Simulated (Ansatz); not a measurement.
# TiO2: the cost of one run

Program: Ansatz 0.2.0. Level of theory: DFT r2SCAN+U, scalar-relativistic, plane waves, PAW. These are calculated values, not measurements.

**1. The structure to begin with**

Symmetry: I4_1/amd, No. 141, tetragonal system. The conventional cell has a = 3.797 Å, b = 3.797 Å, c = 9.660 Å, α = 90.00°, β = 90.00°, γ = 90.00°. Around Ti (site symmetry -4m2) lie 6 O at 1.95 to 1.99 Å. O (site symmetry 2mm) has 3 Ti at 1.95 to 1.99 Å in its first shell of neighbours.

Coordinates:

```
Ti O
1.0
     2.68476   -2.68476   -0.02016
     2.68476    2.68476   -0.02016
    -2.64856    0.00000    4.85010
Ti O
2 4
Direct
  0.12499 0.87501 0.25000
  0.87501 0.12499 0.75000
  0.33113 0.08113 0.66227
  0.66887 0.91887 0.33773
  0.91887 0.66887 0.83773
  0.08113 0.33113 0.16227
```

It goes back to an entry of the Materials Project, which need not be the stable form.

This cell was relaxed beforehand with the same method: volume 11.61 Å³/atom, gap on the mesh 3.16 eV.

**2. The reference cell**

Reference values: F = -7286.1810 eV; pressure 0.00 GPa; largest force 0.002 eV/Å; gap on the mesh 3.16 eV. It was computed beforehand with the settings of the runs below.

**3. Next: one atom moved over a plane**

Atom 1 (Ti) is moved by p along (0.707, 0.707, 0.000) and q along (0.000, 0.000, 1.000) (Å), all else fixed; its images in the other cells move with it. Points alike by symmetry are run once.

**4. p = -0.300, q = -0.300**

Input file input.yaml:

```yaml
crystal:
  lattice:
    - [2.6847585539, -2.6847645963, -0.0201584547]
    - [2.6847585539, 2.6847645963, -0.0201584547]
    - [-2.6485578781, 0.0, 4.8501018565]
  atoms:
    - { symbol: Ti, position: [0.0941963569, 0.765193315, 0.1875612109] }
    - { symbol: Ti, position: [0.8750051149, 0.1249948851, 0.75] }
    - { symbol: O, position: [0.3311340192, 0.0811285959, 0.6622697772] }
    - { symbol: O, position: [0.6688659808, 0.9188714041, 0.3377302228] }
    - { symbol: O, position: [0.9188714041, 0.6688659808, 0.8377302228] }
    - { symbol: O, position: [0.0811285959, 0.3311340192, 0.1622697772] }
basis:
  ecutwfc: 500
kpoints:
  mp_grid: { grid: [6, 6, 6] }
hamiltonian:
  xc: r2scan
  hubbard: { sites: [{ species: Ti, l: d, u_eff: 4.0 }] }
scf:
  occupations: { method: gaussian, width: 0.05 }
output:
  forces: true
  stress: true
  eigenvalues: true
```

The run is started by

```sh
$ ansatz run input.yaml --threads 2 --pin off --max-ram 5120MiB --backend cpu --events-out ev --progress --plain --runs-dir out
```

What time and memory should one allow on 2 threads of Arm Neoverse V2, shared host?

About 37 s, with a peak of 0.8 GiB.
